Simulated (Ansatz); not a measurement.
The system is CoPtO2.

```
Pt Co O
1.0
     1.41227    0.81537    5.93939
    -1.41227    0.81537    5.93939
     0.00000   -1.63075    5.93939
Pt Co O
1 1 2
Direct
  0.00000 0.00000 0.00000
  0.50000 0.50000 0.50000
  0.11224 0.11224 0.11224
  0.88776 0.88776 0.88776
```

The cell is a database's computed one.

Base run:

```yaml
Program: Ansatz 0.2.0
Functional: PBEsol
Potentials_or_basis: Ansatz PAW
Cutoff: "420 eV (not typed: the program's choice for these potentials)"
k_mesh: 9 × 9 × 9
Occupations: fermi-dirac, width 0.05 eV
Spin: collinear spin, ferromagnetic start
Starting_moments: "[0.0, 0.5, 0.0, 0.0] μB"
Fixed_moment: 0.5 μB
```

Its results: pressure -2.3 GPa; site moments Pt +0.15; Co +0.26; O +0.01 μB; largest force 0.013 eV/Å.

Question: The run is repeated on the same cell with these changes: fixed moment from 0.5 μB to 1 μB; moments at the start from [0.0, 0.5, 0.0, 0.0] to [0.0, 1.0, 0.0, 0.0]. What comes out?

Answer: Pressure 0.6 GPa; site moments Pt +0.18; Co +0.65; O +0.04 μB; largest force 0.238 eV/Å.

Caveats: the total moment is fixed, so each spin has its own Fermi level; a cell with one magnetic atom can't hold antiferromagnetic order, which such compounds often take; the PAW data sets come from PBE, with cores solved anew for the run's functional, which leaves a small shift of forces and pressure; the thresholds are loose for stress.
